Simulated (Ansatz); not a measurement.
A 3-atom cell of CaF2 started from a crystallographic database, relaxed with r2SCAN, was run in Ansatz under altered settings. All numbers are computed, without spin polarisation but where a row says otherwise.

```
Ca F
1.0
     0.00000    2.71959    2.71959
     2.71959    0.00000    2.71959
     2.71959    2.71959    0.00000
Ca F
1 2
Direct
  0.00000 0.00000 0.00000
  0.25000 0.25000 0.25000
  0.75000 0.75000 0.75000
```

The base run's other keys:
```yaml
kpoints:
  mp_grid: { grid: [4, 4, 4] }
hamiltonian:
  xc: hse06
scf:
  occupations: { method: fixed }
  n_extra_bands: 4
```

It takes 12 iterations with 749 plane waves at 420 eV and 8 k points, and leaves a mean stress of +1.35 GPa. The gap over this mesh is 9.450 eV.

Outcomes, with energy and stress as changes against the base:
```tsv
setting	outcome	ΔF (meV/atom)	Δ mean stress (GPa)	gap on the mesh (eV)	iterations
PBE hybrid, exx coeff 1.0, omega 0.1 1/Å	converged	–	-6.0	17.679	22
PBE hybrid, exx coeff 1.5, unscreened	refused	–	–	–	–
PBE hybrid, exx coeff 1.5, omega 0.1 1/Å	refused	–	–	–	–
PBE hybrid, exx coeff 1.5, omega 0.3 1/Å	refused	–	–	–	–
scf.occupations: fermi_dirac 0.5	converged	0.0	0.0	9.450	12
basis.ecutwfc: 200	converged, warned	+7368	+0.3	9.004	12
```
A dash marks a value that wasn't obtained or can't be compared. Stress is positive in compression.

- PBE hybrid, exx coeff 1.0, omega 0.1 1/Å. That is 100 % exact exchange, screened with ω = 0.1 1/Å, against HSE06's 25 % screened at 0.208 1/Å. The mean stress moves by -6.0 GPa and the gap on the mesh by +8.229 eV (to 17.679). Totals of different functionals aren't comparable. The program warns that on this mesh the truncation of the exchange isn't bounded, so part of the change can be an error of the mesh.
- PBE hybrid, exx coeff 1.5, unscreened. The program doesn't start. Error: invalid value for `hamiltonian.xc.exx.coeff`: must be finite and in (0, 1]; got 1.5
- PBE hybrid, exx coeff 1.5, omega 0.1 1/Å. The input is refused before any iteration. Error: invalid value for `hamiltonian.xc.exx.coeff`: must be finite and in (0, 1]; got 1.5
- PBE hybrid, exx coeff 1.5, omega 0.3 1/Å. It is rejected at once. Error: invalid value for `hamiltonian.xc.exx.coeff`: must be finite and in (0, 1]; got 1.5
- basis.ecutwfc: 200. 259 plane waves in place of 749. The free energy moves by +7368 meV an atom, the mean stress by +0.3 GPa and the gap on the mesh by -0.445 eV (to 9.004). The basis is too small: these are errors of the cutoff. Warned: cutoff below recommended.

Within 1 meV an atom, 0.1 GPa and 0.005 eV of the base stay: scf.occupations: fermi_dirac 0.5.

The stress of a hybrid is loosely converged in these runs.

The meshes of the hybrids are coarse, so their gaps aren't converged to the digits shown.
